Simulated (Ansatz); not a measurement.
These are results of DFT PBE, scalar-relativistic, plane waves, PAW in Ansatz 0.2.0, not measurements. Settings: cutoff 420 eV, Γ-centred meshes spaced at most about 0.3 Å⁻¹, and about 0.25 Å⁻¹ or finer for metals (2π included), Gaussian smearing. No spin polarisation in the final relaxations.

All energies are static (0 K, no zero-point motion).

Compare these two cells of Al₅As, each relaxed at this level.

A.

```xyz
6
Lattice="0.0000 4.5881 4.5881 4.5881 0.0000 4.5881 4.5881 4.5881 0.0000" Properties=species:S:1:pos:R:3 pbc="T T T"
Al    5.4987    3.6775    3.6775
Al    3.6775    5.4987    3.6775
Al    3.6775    3.6775    5.4987
Al    5.4987    5.4987    5.4987
Al    0.0000    0.0000    0.0000
As    6.8822    6.8822    6.8822
```

B.

```xyz
6
Lattice="5.3351 0.0000 0.0000 -2.6676 4.6204 0.0000 0.0000 0.0000 4.5852" Properties=species:S:1:pos:R:3 pbc="T T T"
Al    2.6676    0.0000    2.2926
Al    1.3338    2.3102    2.2926
Al   -1.3338    2.3102    2.2926
Al    0.0000    3.0802    0.0000
Al    2.6676    1.5401    0.0000
As    0.0000    0.0000    0.0000
```

**Question.** Which is lower in energy, and by how much?

**Answer.** B is lower, by 0.37 eV/atom. A has space group F-43m (No. 216), 32.2 Å³/atom and no gap on its mesh; B has the CaCu5 type, space group P6/mmm (No. 191), 18.8 Å³/atom and no gap. Counting Al atoms around As (those within 1.25 times the shortest such distance or 1.15 times the sum of covalent radii, 1.27 where that leaves under three; a plus sign parts nearer from farther groups; the shortest distance is added where it exceeds 1.18 times the sum of covalent radii), A has As 4 and B has As 6+12 from 3.1 Å. The denser one is the lower, and pressure would at first widen the difference. Even the lower one lies +0.29 eV/atom against the reference forms of the elements (uncorrected), so neither is stable at this level. In A, Al on a site of symmetry 3m is surrounded by 1 As at 2.40 Å, 3 Al at 2.58 Å and 6 Al at 3.90–3.91 Å; around Al on a site of symmetry -43m lie 12 Al at 3.90 Å and 4 As at 3.97 Å (long against covalent radii, as for large ions); As is surrounded by 4 Al at 2.40 Å and 4 Al at 3.97 Å. In B, around Al on a site of symmetry mmm lie 8 Al at 2.67–2.76 Å and 4 As at 3.52 Å; around Al on a site of symmetry -6m2 lie 6 Al at 2.76 Å, 3 As at 3.08 Å and 3 Al at 3.08 Å; As is surrounded by 6 Al at 3.08 Å and 12 Al at 3.52 Å. Both come from invented guesses. A third cell relaxed alike, in Cmmm, lies 91 meV/atom below the lower of the two.

Al stands nearly free of neighbours here, and without spin polarisation the energy of such atoms comes out too high. Cells relaxed within their symmetry can be saddle points.

The order follows the packing of aluminium more than the Al-As bonding. A has the better heteropolar contacts: As sits in a tetrahedron of Al at 2.40 Å, much as in zinc-blende AlAs. But its framework of As and compact Al₄ units is very open, and the remaining Al, with no neighbour nearer than 3.90 Å, contributes almost no cohesion. B gives every Al close Al neighbours and so recovers much of the metallic bonding, at the cost of placing As in the large-atom site of CaCu₅, where even its nearest Al, at 3.08 Å, is too far for a normal Al-As bond. This mismatch probably explains much of why B still lies above the elements.

Since zinc-blende AlAs is a stable compound, the relevant competitor at this composition is AlAs plus aluminium metal, which places B further from stability than the comparison with the elements suggests. The lower Cmmm cell also rules out B as the ground state, so the result ranks two trial structures and doesn't identify a preferred structure for Al₅As.
